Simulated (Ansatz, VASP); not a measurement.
**One calculation of MnS, two programs**

```
Mn S
1.0
     0.00000    2.47346    2.47346
     2.47346    0.00000    2.47346
     2.47346    2.47346    0.00000
Mn S
1 1
Direct
  0.00000 0.00000 0.00000
  0.75000 0.75000 0.75000
```

The cell is a database's computed one.

Alike in both runs: task single point; functional PBE; k mesh 9 × 9 × 9; occupations fermi-dirac, width 0.05 eV; collinear spin, ferromagnetic start.

|  | VASP | Ansatz |
| --- | --- | --- |
| version | VASP 6.6.1 | Ansatz 0.2.0 |
| potentials or method | VASP PAW PBE potentials, release 64 (Mn_pv, S) | Ansatz PAW |
| plane-wave cutoff (eV) | 520 | 420 |
| valence electrons in the cell | 19 | 21 |

```tsv
	VASP	Ansatz	Ansatz less VASP
gap on the k mesh at the Fermi level (eV)	none	none	-
pressure (GPa)	3.1	3.0	-0.14
net moment per atom (μB)	0.11	0.11	+0.001
size of the moment on the site where the two differ most (μB)	0.21	0.19	-0.020
```

Site moments also hang on the region over which each program counts them. A gap of «none» marks a metal or a gap that the smearing closes. With one functional, cell and mesh, what is left measures potentials, basis and numerics. The two sets of potentials don't hold the same shells in valence.

Caveats: the moment fell far below its start of 4 μB, so a state of higher moment may lie lower in energy; semilocal functionals often make such compounds metallic where correlation or magnetic order opens a gap, which also shifts bond lengths; the starting moments weren't kept (Ansatz). With open d or f shells a metallic result of PBE can be an artefact of self-interaction; +U or a hybrid may open a gap.
